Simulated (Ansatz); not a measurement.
Geometry optimisation, DFT PBE, scalar-relativistic, plane waves, PAW in Ansatz.

The input (input.yaml):

```yaml
crystal:
  lattice:
    - [5.91311, 0.0, 0.0]
    - [0.0, 5.3324, 0.0]
    - [0.0, 0.0, 15.76774]
  atoms:
    - { symbol: Si, position: [0.0, 0.0, 0.0634206] }
    - { symbol: Si, position: [0.5, 0.25, 0.0634206] }
    - { symbol: O, position: [0.0, 0.0, 0.1782872] }
    - { symbol: O, position: [0.1937, 0.25, 0.0634206] }
    - { symbol: O, position: [0.5, 0.0, 0.1360607] }
    - { symbol: O, position: [0.8063, 0.25, 0.0634206] }
    - { symbol: Si, position: [0.5, 0.0, 0.2509272] }
    - { symbol: Si, position: [1.0, 0.25, 0.2509272] }
    - { symbol: O, position: [0.5, 0.0, 0.3657937] }
    - { symbol: O, position: [0.6937, 0.25, 0.2509272] }
    - { symbol: O, position: [0.0, 0.0, 0.3235672] }
    - { symbol: O, position: [0.3063, 0.25, 0.2509272] }
    - { symbol: Si, position: [0.0, 0.5, 0.0634206] }
    - { symbol: Si, position: [0.5, 0.75, 0.0634206] }
    - { symbol: O, position: [0.0, 0.5, 0.1782872] }
    - { symbol: O, position: [0.1937, 0.75, 0.0634206] }
    - { symbol: O, position: [0.5, 0.5, 0.1360607] }
    - { symbol: O, position: [0.8063, 0.75, 0.0634206] }
    - { symbol: Si, position: [0.5, 0.5, 0.2509272] }
    - { symbol: Si, position: [1.0, 0.75, 0.2509272] }
    - { symbol: O, position: [0.5, 0.5, 0.3657937] }
    - { symbol: O, position: [0.6937, 0.75, 0.2509272] }
    - { symbol: O, position: [0.0, 0.5, 0.3235672] }
    - { symbol: O, position: [0.3063, 0.75, 0.2509272] }
basis:
  ecutwfc: 420.0
kpoints:
  mp_grid: { grid: [2, 2, 1] }
hamiltonian:
  xc: pbe
  pseudopotentials: { kind: paw, azcp: { folder: soft_1 } }
scf:
  occupations: { method: fermi_dirac, width: 0.05 }
  lower_state_search: "off"
relax:
  f_tol: 0.08
  max_steps: 25
  adjacent_minimum: "off"
  constraints: [{ sites: [0, 1, 3, 5, 12, 13, 15, 17] }]
```

Run as:

```bash
$ ansatz run input.yaml --threads 1 --pin off --max-ram 3072MiB --backend cpu --events-out ev --progress --plain --runs-dir out
```

Problem. Where does it end, and by what steps?

Solution. The run converged. The threshold is loose, so the end isn't yet a minimum. The force dipped under the threshold on the way, but the program's further checks kept it going. Limits of this set-up: coarse k mesh, thin slab, slab without dipole correction. After 7 steps the energy has fallen by 2.632 eV; Si7 moved furthest, 0.61 Å. Parted: O5–Si7 (1.81 → 2.61 Å), O17–Si19 (1.81 → 2.61 Å).

| step | energy less start (eV) | largest force component (eV/Å) | accepted |
| --- | --- | --- | --- |
| 0 | 0.0000 | 4.700 | yes |
| 1 | -0.6679 | 3.475 | yes |
| 2 | -1.7333 | 1.992 | yes |
| 3 | -2.3194 | 0.569 | yes |
| 4 | -2.5464 | 0.564 | yes |
| 5 | -2.6102 | 0.322 | yes |
| 6 | -2.6325 | 0.079 | yes |
| 7 | -2.6325 | 0.078 | yes |

```xyz
24
Lattice="5.9131 0.0000 0.0000 0.0000 5.3324 0.0000 0.0000 0.0000 15.7677" Properties=species:S:1:pos:R:3
Si 0.000 0.000 1.000
Si 2.957 1.333 1.000
O 0.000 0.000 2.751
O 1.145 1.333 1.000
O 2.957 0.000 1.956
O 4.768 1.333 1.000
Si 2.957 0.000 4.567
Si 5.913 1.333 4.119
O 2.957 0.000 6.210
O 4.066 1.333 4.092
O 0.000 0.000 5.135
O 1.847 1.333 4.092
Si 0.000 2.666 1.000
Si 2.957 3.999 1.000
O 0.000 2.666 2.751
O 1.145 3.999 1.000
O 2.957 2.666 1.956
O 4.768 3.999 1.000
Si 2.957 2.666 4.567
Si 5.913 3.999 4.119
O 2.957 2.666 6.210
O 4.066 3.999 4.092
O 0.000 2.666 5.135
O 1.847 3.999 4.092
```

Whether the end is a true minimum wasn't checked by a vibrational analysis.

The run took 98 s on 1 thread of Arm Neoverse V1, on a shared host, peak memory 0.64 GiB.
